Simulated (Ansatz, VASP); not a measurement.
Two plane-wave programs on MoH4

INCAR

```
PREC = Accurate ; ENCUT = 520
EDIFF = 1E-6 ; ISMEAR = 0
SIGMA = 0.1 ; LREAL = False
LASPH = True ; NELM = 150
ALGO = Normal ; ISIF = 2
LWAVE = False ; LCHARG = False
ISPIN = 2 ; MAGMOM = 0 0 0 0 1
LORBIT = 11 ; LMAXMIX = 4
LDIPOL = True ; IDIPOL = 3
DIPOL = 0.5 0.5 0.296 ; GGA = PE
NBANDS = 21
```

KPOINTS

```
regular mesh
0
Gamma
  6 6 1
```

Contents of POSCAR:

```
MoH4
1.0
    3.1421096450      0.0000000000      0.0000000000
    0.0000000000      3.1421096450      0.0000000000
    0.0000000000      0.0000000000     24.8414926000
H Mo
4 1
Direct
    0.6804695928      0.0000000000      0.2884874795
    0.3195304072      0.0000000000      0.2884874795
    0.0000000000      0.6804695928      0.2884874795
    0.0000000000      0.3195304072      0.2884874795
    0.5000000000      0.5000000000      0.3241770666
```

Input for Ansatz:

```yaml
crystal:
  lattice:
    - [3.142109645, 0.0, 0.0]
    - [0.0, 3.142109645, 0.0]
    - [0.0, 0.0, 24.8414926]
  atoms:
    - { symbol: H, position: [0.6804695928, 0.0, 0.2884874795] }
    - { symbol: H, position: [0.3195304072, 0.0, 0.2884874795] }
    - { symbol: H, position: [0.0, 0.6804695928, 0.2884874795] }
    - { symbol: H, position: [0.0, 0.3195304072, 0.2884874795] }
    - { symbol: Mo, position: [0.5, 0.5, 0.3241770666], spin: 1.0 }
  periodic: [true, true, false]
basis:
  ecutwfc: 420
kpoints:
  mp_grid: { grid: [6, 6, 1] }
hamiltonian:
  xc: pbe
scf:
  occupations: { method: gaussian, width: 0.1 }
  lower_state_search: "off"
output:
  forces: true
  stress: true
  eigenvalues: true
  populations: true
magnetization:
  spin_polarized: true
```

Alike in both runs: task single point; functional PBE; k mesh 6 × 6 × 1; occupations gaussian, width 0.1 eV; collinear spin.

```csv
,VASP,Ansatz
version,VASP 6.6.1,Ansatz 0.2.0
potentials or method,"VASP PAW PBE potentials, release 64 (H, Mo_sv)","scalar-relativistic, plane waves, PAW"
plane-wave cutoff (eV),520,420
valence electrons in the cell,18,18
```

```tsv
	VASP	Ansatz	Ansatz less VASP
gap on the k mesh at the Fermi level (eV)	none	none	-
rms of the force components (eV/Å)	0.075	0.069	-0.0057
net moment per atom (μB)	0.19	0.19	0.000
size of the moment on the site where the two differ most (μB)	0.79	0.40	-0.380
```

Site moments also hang on the region over which each program counts them. Atom by atom the forces differ by 0.006 eV/Å (rms over components). A gap of «none» marks a metal or a gap that the smearing closes.
